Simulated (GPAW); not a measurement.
# CdSe (Cadmoselite) (P6_3mc) in GPAW: further runs, part 2 of 2

GPAW 26.7.0.

## (4) Equation of state, PBE

Input file run.py:

```python
from ase.eos import EquationOfState
from ase.io import Trajectory, read
from ase.units import GPa
from gpaw import GPAW, PW, setup_paths

setup_paths.insert(0, '.')

atoms = read('CdSe.cif')

traj = Trajectory('eos.traj', 'w')
volumes, energies = [], []
for x in [0.94, 0.96, 0.98, 1.0, 1.02, 1.04, 1.06]:
    a = atoms.copy()
    a.set_cell(atoms.cell * x**(1 / 3), scale_atoms=True)
    calc = GPAW(mode=PW(600),
                xc='PBE',
                kpts={'size': (5, 5, 3), 'gamma': True},
                occupations={'name': 'fermi-dirac', 'width': 0.05},
                setups={'Cd': 'jth', 'Se': 'jth'},
                nbands=-13,
                convergence={'density': 1e-05, 'energy': 1e-05},
                maxiter=150,
                txt=f'eos-{x:.2f}.txt')
    a.calc = calc
    energies.append(a.get_potential_energy(force_consistent=True))
    volumes.append(a.get_volume())
    p = -a.get_stress()[:3].mean() / GPa
    calc.write(f'eos-{x:.2f}.gpw')
    traj.write(a)
    print(f'{x:.2f} {volumes[-1]:10.4f} A^3 {energies[-1]:14.6f} eV {p:9.3f} GPa', flush=True)

v0, e0, B = EquationOfState(volumes, energies, eos='birchmurnaghan').fit()
print(f'V0 = {v0:.4f} A^3, E0 = {e0:.6f} eV, B0 = {B / GPa:.2f} GPa')
```

Input file CdSe.cif:

```cif
data_CdSe
_cell_length_a 4.30000000
_cell_length_b 4.30000000
_cell_length_c 7.02000000
_cell_angle_alpha 90.00000000
_cell_angle_beta 90.00000000
_cell_angle_gamma 120.00000000
_space_group_name_H-M_alt 'P1'
_space_group_name_Hall 'P 1'
_space_group_IT_number 1
loop_
_space_group_symop_operation_xyz
'x,y,z'
loop_
_atom_site_label
_atom_site_type_symbol
_atom_site_symmetry_multiplicity
_atom_site_Wyckoff_symbol
_atom_site_fract_x
_atom_site_fract_y
_atom_site_fract_z
_atom_site_occupancy
Cd1 Cd 1 a 0.6666666667 0.3333333333 0.5000000000 1
Cd2 Cd 1 a 0.3333333333 0.6666666667 0.0000000000 1
Se1 Se 1 a 0.6666666667 0.3333333333 0.8850000000 1
Se2 Se 1 a 0.3333333333 0.6666666667 0.3850000000 1
```

Potentials or basis: JTH PAW 2.0, PBE, pw.

Started as:

```console
> OMP_NUM_THREADS=1 python run.py
```

The program printed:

```text
__  _  _
 | _ |_)|_||  |
 |__||  | ||/\| - 26.7.0

Input parameters:
  mode=PW(ecut=600.0),
  convergence={'density': 1e-05, 'energy': 1e-05},
  kpts=MonkhorstPack(size=(5, 5, 3), gamma=True),
  maxiter=150,
  nbands=-13,
  occupations=Occupations(name='fermi-dirac', width=0.05),
  setups={'Cd': 'jth', 'Se': 'jth'},
  xc=XC(name='PBE')

Diagonalizing LCAO Hamiltonian
Converting LCAO to pw mode

            Se

            Cd
        Se

        Cd

Atoms  # Å, Bohr magnetons
|   | symbol |         x |        y |        z |    initial magnetic moments |
|---|--------|-----------|----------|----------|-----------------------------|
| 0 |     Cd |  2.106110 | 1.215963 | 3.438347 | ( 0.0000,  0.0000,  0.0000) |
| 1 |     Cd | -0.000000 | 2.431927 | 0.000000 | ( 0.0000,  0.0000,  0.0000) |
| 2 |     Se |  2.106110 | 1.215963 | 6.085875 | ( 0.0000,  0.0000,  0.0000) |
| 3 |     Se | -0.000000 | 2.431927 | 2.647527 | ( 0.0000,  0.0000,  0.0000) |

Unit cell  # Å
| periodic |         x |        y |        z |  lengths |     angles |
|----------|-----------|----------|----------|----------|------------|
|      yes |  4.212220 | 0.000000 | 0.000000 | 4.212220 |  90.000000 |
|      yes | -2.106110 | 3.647890 | 0.000000 | 4.212220 |  90.000000 |
|      yes |  0.000000 | 0.000000 | 6.876694 | 6.876694 | 120.000000 |

Number of symmetries: 6
Symmetry operations  # r_c * U_cc + t_c -> r_c
[... 132 lines left out ...]

convergence criteria:
- Maximum integral of absolute [dens]ity change: 1e-05 electrons / valence electron
- Maximum [total energy] change in last 3 cyles: 1e-05 eV / valence electron
- Maximum integral of absolute [eigenst]ate change: 4e-08 eV^2 / valence electron
maximum number of iterations: 150

SCF iterations
|iter     | |      energy | eigst |  dens |
|---------|-|-------------|-------|-------|
|iter:   1| |   -9.951041 | -0.36 |       |
|iter:   2| |   -9.804133 | -2.22 | -1.18 |
|iter:   3| |   -9.249656 | -1.53 | -1.22 |
|iter:   4| |   -9.248040 | -3.41 | -1.85 |
|iter:   5| |   -9.247891 | -3.80 | -2.23 |
|iter:   6| |   -9.247951c| -4.76 | -3.30 |
|iter:   7| |   -9.247991c| -5.02 | -3.54 |
|iter:   8| |   -9.248007c| -5.29 | -4.41 |
|iter:   9| |   -9.248017c| -5.45 | -4.80 |
|iter:  10| |   -9.248022c| -5.72 | -4.85 |
|iter:  11| |   -9.248025c| -5.85 | -5.03c|
|iter:  12| |   -9.248027c| -6.26 | -5.15c|
|iter:  13| |   -9.248027c| -6.95 | -5.44c|
|iter:  14| |   -9.248027c| -7.39 | -5.69c|
|iter:  15| |   -9.248027c| -7.51c| -5.95c|

Converged in 15 steps
Energy contributions relative to reference atoms: (reference = -436721.921297)

Energy contributions:
  Kinetic:          31.660368
  Coulomb:         -24.649843
  Zero:             -0.101172
  External:          0.000000
  Xc:              -16.157374
  Entropy:          -0.000011
  Spinorbit:         0.000000
  ----------------------------
  Free energy:      -9.248032
  Extrapolated:     -9.248027

dipole moment: (0.002140, 0.003704, -22.552054)  # |e|*Ang

Fermi level: 3.448
Eigenvalues  # (at kpt = [0.000, 0.000, 0.000])
| band index |      eig [eV] | occ [0-2] |
|------------|---------------|-----------|
|          0 |        -9.969 |     2.000 |
|        ... |               |           |
|         10 |        -4.613 |     2.000 |
|         11 |        -4.288 |     2.000 |
|         12 |        -1.621 |     2.000 |
|         13 |         2.205 |     2.000 |
|         14 |         2.205 |     2.000 |
|         15 |         2.977 |     2.000 |
[... 8 lines left out ...]
|         24 |        10.062 |     0.000 |
|         25 |        10.945 |     0.000 |
|        ... |               |           |
|         30 |        14.129 |     0.000 |

Gap: 0.823 eV
Transition (v -> c):
  (s=0, k=0, n=17, [0.00, 0.00, 0.00]) -> (s=0, k=0, n=18, [0.00, 0.00, 0.00])
No difference between direct/indirect transitions

Stress tensor  # eV/Ang^3
|         x |         y |         z |
|-----------|-----------|-----------|
| -0.057346 |  0.000000 | -0.000000 |
|  0.000000 | -0.057346 |  0.000000 |
| -0.000000 |  0.000000 | -0.038657 |

# Writing to eos-0.94.gpw (mode='')
```

stdout:

```text
0.94   105.6653 A^3      -9.248032 eV     8.190 GPa
0.96   107.9135 A^3      -9.340884 eV     6.667 GPa
0.98   110.1617 A^3      -9.415152 eV     5.300 GPa
1.00   112.4099 A^3      -9.477003 eV     4.110 GPa
1.02   114.6581 A^3      -9.517839 eV     3.014 GPa
1.04   116.9063 A^3      -9.527197 eV     1.958 GPa
1.06   119.1545 A^3      -9.533385 eV     1.053 GPa
V0 = 117.8832 A^3, E0 = -9.534659 eV, B0 = 75.51 GPa
```

Wall time 88 s (1 thread of AMD EPYC 9R45 (Zen 5), shared host); peak memory 0.38 GiB.

Results:

| Item | Value |
| --- | --- |
| Equilibrium volume | 29.47 Å³/atom (rough: see the caveat) |
| Bulk modulus at fixed shape and positions | 76 GPa (rough) |

Energy against volume, from the lowest point:
```
volume (Å³/atom)  energy (meV/atom)
          26.416              71.34
          26.978              48.13
          27.540              29.56
          28.102              14.10
          28.665               3.89
          29.227               1.55
          29.789               0.00
```

Caveat: the energies scatter about the fit; the fit is doubtful: noisy points or a state that changes with volume; the program truncates these outside data sets; the points scatter about the fit; the cell was scaled at fixed shape and fractional positions, which overstates the stiffness of a crystal with free parameters, most of all of layers and chains.

## (5) For comparison

An earlier run on the cell as given: functional PBE; potentials or basis GPAW PAW data sets (gpaw-data 1.2.1); cutoff 600 eV; basis pw; k mesh 7 × 7 × 4; occupations fermi-dirac, width 0.05 eV; no spin polarisation.

- Pressure: 2.8 GPa
- Largest force: 0.281 eV/Å
- Band gap on the k mesh: 0.70 eV, direct

## (6) Overview

```csv
task,level,potentials or basis,spin,k mesh,cutoff (eV),eigensolver,band path,band points,spin axis theta (degrees),spin axis phi (degrees),grid spacing,gap on the mesh (eV),pressure (GPa),largest force (eV/Å)
band structure,revTPSS,"GPAW PAW data sets (gpaw-data 1.2.1), pw","SOC, no magnetisation",5 × 5 × 3,600,davidson,"GMKGALHA,LM,KH",60,90,45,-,0.77,1.3,0.26
band structure,PBE,"GPAW PAW data sets (gpaw-data 1.2.1), lcao:dzp",off,5 × 5 × 3,-,-,"GMKGALHA,LM,KH",100,-,-,0.2 Å,0.72,-,0.33
equation of state,PBE,"JTH PAW 2.0, PBE, pw",off,5 × 5 × 3,600,-,-,-,-,-,-,-,-,-
single point,PBE,"GPAW PAW data sets (gpaw-data 1.2.1), pw",off,7 × 7 × 4,600,-,-,-,-,-,-,0.70,2.8,0.28
```

Alike in all rows: cell as given; smearing fermi-dirac 0.05 eV.

Caveats: spin-orbit coupling was added after a scalar SCF, so levels and gaps hold it while energy, forces, pressure and moments don't (some runs); this program's spin-orbit splittings come out too wide for heavy elements (some runs); the PAW data sets were made with another functional, which shifts forces and pressure a little (some runs); the real-space grid adds noise to forces (some runs); the basis of atomic orbitals isn't converged, which shifts pressures, moduli and gaps (some runs); the energies scatter about the fit (some runs); the fit is doubtful: noisy points or a state that changes with volume (some runs).

Absolute energies hang on the potentials; compare differences alone.

## (7) Comparison with measurements

Step 2. Against the measured gap of CdSe, 1.841 eV (2 K; a printed reference work, data compilation), the calculated 0.77 eV is off by -1.07 eV. So large a miss can be the level of theory's own, or it may mean another phase, state or a wrong row. The value is that of revTPSS, without temperature or zero-point motion.

Step 3. A measured gap of CdSe is 1.841 eV (2 K; a printed reference work, data compilation); the calculated 0.72 eV misses it by -1.12 eV. So large a miss can be the level of theory's own, or it may mean another phase, state or a wrong row. Spin-orbit coupling on Cd, Se is left out. The value is that of PBE in an atomic basis (GPAW PAW data sets (gpaw-data 1.2.1), lcao:dzp), whose error adds to the functional's,, without temperature or zero-point motion. Semilocal functionals fall short of measured gaps as a rule.
